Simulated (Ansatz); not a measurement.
The system is AlNi.

```
CELL_PARAMETERS angstrom
2.88100 0.00000 0.00000
0.00000 2.88100 0.00000
0.00000 0.00000 2.88100
ATOMIC_POSITIONS crystal
Ni 0.50000 0.50000 0.50000
Al 0.00000 0.00000 0.00000
```

Program: Ansatz 0.2.0. Alike in all runs: task single point; level PBEsol; potentials or basis Ansatz PAW; cell as given; cutoff (eV) 420; smearing fermi-dirac 0.05 eV.

Order these runs on this cell by their pressure, lowest first.
A. spin collinear, random start; k mesh 9 × 9 × 9
B. spin collinear, ferromagnetic start; fixed moment (μB) 1.0; k mesh 8 × 8 × 8
C. spin collinear, ferromagnetic start; fixed moment (μB) 1.5; k mesh 8 × 8 × 8
D. spin collinear, ferromagnetic start; fixed moment (μB) 2.0; k mesh 8 × 8 × 8
E. spin collinear, ferromagnetic start; fixed moment (μB) 1.2; k mesh 8 × 8 × 8

A (-3.4 GPa), B (0.5 GPa), E (2.6 GPa), C (7.1 GPa), D (15.7 GPa).

Caveats: the PAW data sets come from PBE, with cores solved anew for the run's functional, which leaves a small shift of forces and pressure; the total moment is fixed, so each spin has its own Fermi level (some runs); the thresholds are loose for stress (some runs); the starting moments weren't kept (some runs).
